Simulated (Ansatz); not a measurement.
# AlAs wire along [110], 24 atoms a period, H-terminated: bands by functional and under strain

Aim: is the AlAs wire along [110], 24 atoms a period, H-terminated a metal or a semiconductor?

Calculated with Ansatz 0.2.0; DFT PBE, plane waves, PAW; relaxation of a wire's period; PAW set soft_1, in the first sound run; inputs show where later runs differ.

Most raw output is cut from this account.

### 1. The structure

The cell holds 40 atoms: 16 H, 12 Al and 12 As. Cell: a = 21.494 Å, b = 19.493 Å, c = 4.052 Å, α = 90.0°, β = 90.0°, γ = 90.0°. Vacuum lies along a and b. The structure's axis is c.

### 2. Relaxing the period

Band widths follow the bond lengths, so the wire is relaxed first. The atoms and the third cell vector are free; the box across stays fixed as vacuum. A Fermi-Dirac smearing is set since the result may be a metal. The pressure printed is a third of the stress's trace over the whole box, vacuum included; only the stress along the axis is relaxed.

The input, input.yaml:

```yaml
crystal:
  lattice:
    - [21.494, 0.0, 0.0]
    - [0.0, 19.493, 0.0]
    - [0.0, 0.0, 4.0517218562]
  atoms:
    - { symbol: H, position: [0.158183679, 0.38227681, 0.0] }
    - { symbol: Al, position: [0.200355444, 0.44803886, 0.0] }
    - { symbol: As, position: [0.400294962, 0.344111248, 0.0] }
    - { symbol: H, position: [0.424769703, 0.174421587, 0.0] }
    - { symbol: Al, position: [0.466941468, 0.240183637, 0.0] }
    - { symbol: Al, position: [0.466941468, 0.44803886, 0.0] }
    - { symbol: As, position: [0.666880986, 0.344111248, 0.0] }
    - { symbol: H, position: [0.708515532, 0.279186932, 0.0] }
[... 28 atom lines left out ...]
    - { symbol: As, position: [0.666880986, 0.551966471, 0.0] }
    - { symbol: As, position: [0.666880986, 0.759821694, 0.0] }
    - { symbol: H, position: [0.708515532, 0.82474601, 0.0] }
    - { symbol: Al, position: [0.733527492, 0.655894082, 0.0] }
kpoints:
  mp_grid: { grid: [1, 1, 20] }
scf:
  occupations: { method: fermi_dirac, width: 0.05 }
hamiltonian:
  xc: pbe
  pseudopotentials: { kind: paw, azcp: { folder: soft_1 } }
relax:
  cell: { fix: [a, b, alpha, beta, gamma] }
  max_steps: 45
  f_tol: 0.03
```

On the command line:

```sh
$ ansatz run input.yaml --threads 4 --pin off --max-ram 16384MiB --backend cpu --events-out ev --progress --plain --runs-dir out
```

Run time: 20 min. Hardware: 4 threads of Arm Neoverse V1, shared host; peak memory 5.5 GiB; 79 min of CPU time.

Step by step:

| step | energy less that of the first step (eV) | largest force component (eV/Å) | pressure (GPa) | volume (Å³) |
| --- | --- | --- | --- | --- |
| 1 | 0.0000 | 1.3756 | 0.26 | 1697.60 |
| 2 | -1.0267 | 0.4553 | -0.04 | 1729.08 |
| 3 | -1.1198 | 0.1686 | -0.03 | 1741.92 |
| 4 | -1.1441 | 0.1184 | -0.02 | 1746.57 |
| 5 | -1.1423 | 0.2749 | -0.02 | 1741.87 |
| 6 | -1.1602 | 0.0225 | -0.01 | 1744.49 |
| 7 | -1.1669 | 0.0560 | -0.02 | 1743.31 |
| 8 | -1.1735 | 0.0695 | -0.03 | 1742.93 |
| 9 | -1.1761 | 0.0406 | -0.02 | 1742.65 |
| 10 | -1.1769 | 0.0257 | -0.01 | 1743.30 |
| 11* | -1.1842 | 0.0259 | -0.01 | 1743.30 |

Relaxation steps marked * repeat the geometry before them on a plane-wave basis chosen anew for their cell, so energy and pressure can jump there. Relaxation step 5 was tried and not accepted.

Forces are held to the 2 operations that the run works with; a distortion that breaks them can't arise in this run.

| cell as run | before | after | change |
| --- | --- | --- | --- |
| c (Å) | 4.052 | 4.161 | +2.7 % |

The atoms that moved most (Å, along periodic axes as changes of fractional coordinates times the final cell, across vacuum about the mean position):

| atom | dx | dy | dz | length |
| --- | --- | --- | --- | --- |
| H32 | 0.639 | 0.542 | 0.000 | 0.838 |
| H1 | -0.313 | 0.506 | 0.000 | 0.595 |
| H28 | 0.041 | 0.438 | 0.000 | 0.440 |
| H29 | -0.247 | 0.208 | 0.000 | 0.323 |
| Al17 | 0.053 | -0.312 | 0.000 | 0.317 |
| As12 | 0.248 | -0.120 | 0.000 | 0.276 |
| H14 | 0.079 | -0.259 | 0.000 | 0.271 |
| As27 | -0.178 | 0.204 | 0.000 | 0.270 |

Numbers from this step:

```
cell length along the wire : 4.161 Å
```

The cell's length comes to 4.161 Å with spin left out.

### 3. The wire at its relaxed period

This step: DFT PBE, plane waves, PAW; bands of a perfect wire; PAW set soft_1 (Ansatz 0.2.0).

At the relaxed period the bands are computed along the axis; those that cross an energy going forward count the channels that a perfect wire would open there.

The input, input.yaml:

```yaml
crystal:
  lattice:
    - [21.494, 0.0, 0.0]
    - [0.0, 19.493, 0.0]
    - [0.0, 0.0, 4.1608018465]
  atoms:
    - { symbol: H, position: [0.143629568, 0.408259572, 0.0] }
    - { symbol: Al, position: [0.201273506, 0.460073736, 0.0] }
    - { symbol: As, position: [0.399340384, 0.339735376, 0.0] }
    - { symbol: H, position: [0.42964887, 0.162599888, 0.0] }
    - { symbol: Al, position: [0.463482104, 0.235149394, 0.0] }
    - { symbol: Al, position: [0.46520846, 0.441925602, 0.0] }
    - { symbol: As, position: [0.663315882, 0.350112849, 0.0] }
    - { symbol: H, position: [0.706572875, 0.288189174, 0.0] }
[... 28 atom lines left out ...]
    - { symbol: As, position: [0.662435879, 0.557381821, 0.0] }
    - { symbol: As, position: [0.664795001, 0.749926757, 0.0] }
    - { symbol: H, position: [0.702170901, 0.816428462, 0.0] }
    - { symbol: Al, position: [0.742757041, 0.653894877, 0.0] }
kpoints:
  mp_grid: { grid: [1, 1, 20] }
  band_path: { path: ["Γ", Z], npoints: 90 }
scf:
  occupations: { method: fermi_dirac, width: 0.05 }
hamiltonian:
  xc: pbe
  pseudopotentials: { kind: paw, azcp: { folder: soft_1 } }
output:
  dos: { e_range: [-5, 4] }
  write_potential: true
  write_density: true
  volumetric_format: npy
```

It took 16 min on 4 threads; peak memory 14 GiB.

This step gave:

| Quantity | Value |
| --- | --- |
| band gap | 0.7394 eV |

The electronic bands at the labelled points (eV, zero at the Fermi level; v1 is the highest filled band, c1 the lowest empty one):

| point | v4 | v3 | v2 | v1 | c1 | c2 | c3 | c4 |
| --- | --- | --- | --- | --- | --- | --- | --- | --- |
| Γ | -1.53 | -1.36 | -1.04 | -0.38 | 0.36 | 0.62 | 0.90 | 1.09 |
| halfway | -1.79 | -1.64 | -1.55 | -1.41 | 1.34 | 1.41 | 1.77 | 1.78 |
| Z | -2.17 | -2.12 | -2.00 | -1.89 | 0.89 | 1.09 | 1.38 | 1.40 |

The gap is 0.739 eV, with spin left out.

The path shows a direct gap of 0.74 eV (valence top at Γ, conduction bottom at Γ).

### 4. Levels at the same atoms

This step: DFT HSE06, plane waves, PAW; levels of a perfect wire at the PBE geometry; PAW set soft_1 (Ansatz 0.2.0).

The atoms stay at the PBE geometry and the functional changes. HSE06 mixes in a quarter of short-range exact exchange, which removes part of the self-interaction that closes gaps; it is dear, so the mesh is thinner and no path is run. Against the first PBE run of this kind, the mesh along the wire has 8 points against 20.

Changes to input.yaml since step 3:

```diff
@@ -47,4 +47,3 @@
 kpoints:
-  mp_grid: { grid: [1, 1, 20] }
-  band_path: { path: ["Γ", Z], npoints: 90 }
+  mp_grid: { grid: [1, 1, 8] }
 scf:
@@ -52,8 +51,3 @@
 hamiltonian:
-  xc: pbe
+  xc: hse06
   pseudopotentials: { kind: paw, azcp: { folder: soft_1 } }
-output:
-  dos: { e_range: [-5, 4] }
-  write_potential: true
-  write_density: true
-  volumetric_format: npy
```

Wall time 19 min (4 threads); peak memory 11 GiB; 76 min of CPU time.

This step gave:

```yaml
band_gap: 1.569 eV
```

The gap is 1.57 eV, against 0.739 eV under PBE at the relaxed period.

### 5. Strain along the wire, period over the relaxed period 0.94, k-mesh 1×1×16

This step: DFT PBE, plane waves, PAW; relaxation at a fixed period; PAW set soft_1 (Ansatz 0.2.0).

The period is set to 0.94 times the relaxed one and the atoms relax within it: strain changes bond lengths and angles, which shifts the bands against each other. Against the first PBE run of this kind, the mesh along the wire has 16 points against 20.

The cell differs from the one that the last finished run ended in (c 4.161 → 3.911 Å).

Changes to input.yaml since step 4:

```diff
@@ -4,3 +4,3 @@
     - [0.0, 19.493, 0.0]
-    - [0.0, 0.0, 4.1608018465]
+    - [0.0, 0.0, 3.9111537357]
   atoms:
@@ -47,3 +47,4 @@
 kpoints:
-  mp_grid: { grid: [1, 1, 8] }
+  mp_grid: { grid: [1, 1, 16] }
+  band_path: { path: ["Γ", Z], npoints: 90 }
 scf:
@@ -51,3 +52,8 @@
 hamiltonian:
-  xc: hse06
+  xc: pbe
   pseudopotentials: { kind: paw, azcp: { folder: soft_1 } }
+relax:
+  max_steps: 40
+  f_tol: 0.02
+output:
+  stress: true
```

Elapsed: 17 min, on 4 threads; peak memory 13 GiB; 68 min of CPU time.

Relaxation path:

| step | energy less that of the first step (eV) | largest force component (eV/Å) |
| --- | --- | --- |
| 1 | 0.0000 | 0.9999 |
| 2 | -0.3868 | 0.4040 |
| 3 | -0.4007 | 0.0472 |
| 4 | -0.4019 | 0.0169 |

Forces are held to the 2 operations that the run works with; a distortion that breaks them can't arise in this run.

The atoms that moved most (Å):

| atom | dx | dy | dz | length |
| --- | --- | --- | --- | --- |
| H32 | -0.210 | 0.020 | 0.000 | 0.211 |
| As27 | 0.202 | 0.011 | 0.000 | 0.202 |
| Al2 | -0.191 | 0.021 | 0.000 | 0.192 |
| H1 | -0.188 | 0.017 | 0.000 | 0.189 |
| H28 | 0.187 | 0.001 | 0.000 | 0.187 |
| H29 | 0.178 | 0.022 | 0.000 | 0.180 |
| H11 | 0.166 | 0.001 | 0.016 | 0.167 |
| H30 | 0.166 | 0.001 | -0.016 | 0.167 |

The relaxed structure:

```xyz
40
Lattice="21.4940 0.0000 0.0000 0.0000 19.4930 0.0000 0.0000 0.0000 3.9112" Properties=species:S:1:pos:R:3
H     2.8991    7.9749    0.0000
Al    4.1349    8.9895    0.0000
As    8.5578    6.6102    0.0000
H     9.1613    3.1600    0.0000
Al    9.9131    4.5610    0.0000
Al    9.9627    8.6027    0.0000
As   14.3833    6.8258    0.0000
H    15.2963    5.6089    0.0000
Al   15.7256    8.8920    0.0000
H     4.8508   12.6431    0.8468
H    16.9997   12.5929    1.2281
As    5.8785   12.6638    1.9556
As    5.6181    8.5627    1.9556
H     6.2010    5.1670    1.9556
H     6.0442   16.1540    1.9556
Al    7.0185    6.5345    1.9556
Al    7.1131   10.4443    1.9556
Al    7.0252   14.9046    1.9556
As   11.4375    4.7309    1.9556
As   11.5097   12.7921    1.9556
As   11.4790    8.7161    1.9556
H    12.0076   16.1677    1.9556
H    12.3731    3.5306    1.9556
Al   12.8630    6.7096    1.9556
Al   12.8882   10.7494    1.9556
Al   12.9270   14.8617    1.9556
As   17.2231    8.9483    1.9556
H    18.3224    7.9074    1.9556
H    18.0251   10.2291    1.9556
H    16.9997   12.5929    2.6830
H     4.8508   12.6431    3.0643
H     3.8287   10.5771    0.0000
As    8.6000   10.6719    0.0000
As    8.4964   14.6397    0.0000
H     9.3687   15.8837    0.0000
Al   10.0374   12.6760    0.0000
As   14.3705   10.8736    0.0000
As   14.4088   14.6295    0.0000
H    15.1876   15.9384    0.0000
Al   16.0737   12.7601    0.0000
```

This step gave:

| Property | Result |
| --- | --- |
| energy at zero smearing | -64981.4705 eV |
| band gap | 0.3826 eV |

The electronic bands at the labelled points (eV, zero at the Fermi level; v1 is the highest filled band, c1 the lowest empty one):

| point | v4 | v3 | v2 | v1 | c1 | c2 | c3 | c4 |
| --- | --- | --- | --- | --- | --- | --- | --- | --- |
| Γ | -1.81 | -1.57 | -1.01 | -0.17 | 0.36 | 0.44 | 0.74 | 0.83 |
| halfway | -2.30 | -2.11 | -2.09 | -1.70 | 0.76 | 0.83 | 1.20 | 1.22 |
| Z | -2.65 | -2.56 | -2.50 | -2.46 | 0.21 | 0.42 | 0.69 | 0.78 |

The gap is 0.383 eV, against 0.739 eV under PBE at the relaxed period.

### 6. At a strained period, period over the relaxed period 1.1, k-mesh 1×1×14

The period is set to 1.1 times the relaxed one and the atoms relax within it: strain changes bond lengths and angles, which shifts the bands against each other. Against the first PBE run of this kind, the mesh along the wire has 14 points against 20.

The cell differs from the one that the last finished run ended in (c 3.911 → 4.577 Å).

Changes to input.yaml since step 5:

```diff
@@ -4,3 +4,3 @@
     - [0.0, 19.493, 0.0]
-    - [0.0, 0.0, 3.9111537357]
+    - [0.0, 0.0, 4.5768820312]
   atoms:
@@ -47,3 +47,3 @@
 kpoints:
-  mp_grid: { grid: [1, 1, 16] }
+  mp_grid: { grid: [1, 1, 14] }
   band_path: { path: ["Γ", Z], npoints: 90 }
```

Wall time 22 min (4 threads); peak memory 11 GiB.

Relaxation path:

| step | energy less that of the first step (eV) | largest force component (eV/Å) |
| --- | --- | --- |
| 1 | 0.0000 | 1.0754 |
| 2 | -0.5465 | 0.4487 |
| 3 | -0.6975 | 0.1086 |
| 4 | -0.7081 | 0.0331 |
| 5 | -0.7110 | 0.0217 |
| 6 | -0.7113 | 0.0333 |
| 7 | -0.7125 | 0.0123 |
| 8 | -0.7125 | 0.0124 |

The run keeps the 2 symmetry operations that it works with, so distortions that break them were not tested.

The atoms that moved most (Å):

| atom | dx | dy | dz | length |
| --- | --- | --- | --- | --- |
| H32 | 0.425 | -0.005 | 0.000 | 0.425 |
| As27 | -0.406 | -0.025 | 0.000 | 0.407 |
| H28 | -0.397 | -0.021 | 0.000 | 0.397 |
| H29 | -0.368 | -0.047 | 0.000 | 0.371 |
| H1 | 0.366 | -0.021 | 0.000 | 0.367 |
| Al2 | 0.354 | -0.013 | 0.000 | 0.355 |
| H11 | -0.299 | 0.035 | -0.065 | 0.308 |
| H30 | -0.299 | 0.035 | 0.065 | 0.308 |

Final coordinates:

```cif
data_structure
_symmetry_space_group_name_H-M 'P 1'
_symmetry_Int_Tables_number 1
_cell_length_a 21.4940
_cell_length_b 19.4930
_cell_length_c 4.5769
_cell_angle_alpha 90.000
_cell_angle_beta 90.000
_cell_angle_gamma 90.000
_cell_volume 1917.63
loop_
_atom_site_label
_atom_site_type_symbol
_atom_site_fract_x
_atom_site_fract_y
_atom_site_fract_z
_atom_site_occupancy
H1 H 0.16067 0.40717 0.00000 1
Al2 Al 0.21776 0.45940 0.00000 1
As3 As 0.40221 0.33960 0.00000 1
H4 H 0.43550 0.16177 0.00000 1
Al5 Al 0.46710 0.23553 0.00000 1
Al6 Al 0.46849 0.44171 0.00000 1
As7 As 0.65225 0.34907 0.00000 1
H8 H 0.69908 0.29020 0.00000 1
Al9 Al 0.71470 0.45572 0.00000 1
H10 H 0.24355 0.64999 0.25125 1
H11 H 0.76924 0.64775 0.29573 1
As12 As 0.29021 0.65049 0.50000 1
As13 As 0.27516 0.43979 0.50000 1
H14 H 0.30774 0.26426 0.50000 1
H15 H 0.29950 0.83073 0.50000 1
Al16 Al 0.34196 0.33677 0.50000 1
Al17 Al 0.34633 0.53583 0.50000 1
Al18 Al 0.34356 0.76538 0.50000 1
As19 As 0.52623 0.24218 0.50000 1
As20 As 0.52771 0.65597 0.50000 1
As21 As 0.52768 0.44728 0.50000 1
H22 H 0.55610 0.82989 0.50000 1
H23 H 0.57345 0.18367 0.50000 1
Al24 Al 0.59282 0.34425 0.50000 1
Al25 Al 0.59325 0.55200 0.50000 1
Al26 Al 0.59562 0.76043 0.50000 1
As27 As 0.77299 0.45720 0.50000 1
H28 H 0.82526 0.40451 0.50000 1
H29 H 0.81317 0.52121 0.50000 1
H30 H 0.76924 0.64775 0.70427 1
H31 H 0.24355 0.64999 0.74875 1
H32 H 0.20767 0.54134 0.00000 1
As33 As 0.40387 0.54735 0.00000 1
As34 As 0.40030 0.75278 0.00000 1
H35 H 0.44584 0.81263 0.00000 1
Al36 Al 0.47076 0.65066 0.00000 1
As37 As 0.65084 0.55744 0.00000 1
As38 As 0.65306 0.75016 0.00000 1
H39 H 0.69258 0.81527 0.00000 1
Al40 Al 0.73143 0.65433 0.00000 1
```

This step gave:

```yaml
band_gap: 0.8386 eV
```

The gap is 0.839 eV, against 0.739 eV under PBE at the relaxed period.

### 7. What came out

* cell length, PBE: 4.161 Å
* gap, PBE: 0.739 eV
* gap, HSE06: 1.57 eV
* gap, period scaled by 0.94: 0.383 eV
* gap, period scaled by 1.1: 0.839 eV

What this shows: Under PBE the cell's length is 4.16 Å, and a gap of 0.74 eV makes it a semiconductor. At the relaxed period the wire is gapped under every functional, from 0.74 eV (PBE) to 1.57 eV (HSE06). Weak screening in one dimension makes quasiparticle gaps larger than the semilocal gaps, as a rule. Strain matters: under PBE the gap goes from 0.74 eV to 0.383 eV at 0.94 times the period and 0.839 eV at 1.1 times the period. Plain hydrogen on a compound's surface is a simple closure: it may leave surface states, and facets that end in unlike atoms put a field across the wire, both of which shrink the gap. A hybrid's gap is read on a coarse mesh, without a band path.

[Logs are printed without paths, hosts, clocks, repeated set-up lines and the standing remarks that a program may print on its own settings, such as how far it seeks lower states.]

[Hosts, paths, dates, database ids (printed as entryN), source tags and the programs' standing remarks are cut or masked in the printed files.]
